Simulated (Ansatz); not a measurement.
Input of an Ansatz 0.2.0 run:

File input.yaml:

```yaml
crystal:
  lattice:
    - [3.017482544, 0.0, 0.0]
    - [-1.508741272, 2.6132165386, 0.0]
    - [0.0, 0.0, 7.5746360022]
  atoms:
    - { symbol: Al, position: [0.0, 0.0, 0.722049] }
    - { symbol: Al, position: [0.0, 0.0, 0.277951] }
    - { symbol: O, position: [0.0, 0.0, 0.5] }
    - { symbol: O, position: [0.6666666667, 0.3333333333, 0.800546] }
    - { symbol: O, position: [0.3333333333, 0.6666666667, 0.199454] }
hamiltonian:
  xc: pbe
  pseudopotentials: { kind: paw }
kpoints:
  mp_grid: { grid: [7, 7, 3] }
scf:
  occupations: { method: fermi_dirac, width: 0.05 }
output:
  forces: true
  stress: true
  eigenvalues: true
relax:
  f_tol: 0.01
  max_steps: 40
  cell: { stress_tol: 0.05, p_target: 10.0 }
```

Potentials or basis: Ansatz PAW.

Launch:

```sh
$ ansatz run input.yaml --threads 2 --pin off --max-ram 5632MiB --backend cpu --events-out ev --progress --plain --runs-dir out
```

Problem. Predict the relaxed cell.

Solution. a = 2.955 Å, b = 2.955 Å, c = 6.987 Å, α = 90.00°, β = 90.00°, γ = 120.00°.

Problem. What does it give for the relaxed volume?

Solution. 10.56 Å³/atom.

Step by step:
```csv
step,energy change (eV),largest force (eV/Å),volume (Å³)
1,0.0000,0.1243,59.73
2,0.0728,0.2017,55.23
3,0.2491,0.2549,51.93
4,0.2288,0.2791,52.26
5,0.1588,0.0543,53.21
6,0.1663,0.0010,53.08
7,0.1787,0.0012,53.08
8,0.1934,0.0004,52.82
9,0.1946,0.0004,52.82
```

Caveat: odd divisions of the mesh miss points on the zone boundary, where band edges often lie, so the gap on the mesh can be too wide; the plane-wave basis is chosen anew once the cell has moved, so the energies of steps on either side of that aren't comparable; the pressure holds a Pulay correction of +0.7 GPa for the finite cutoff.
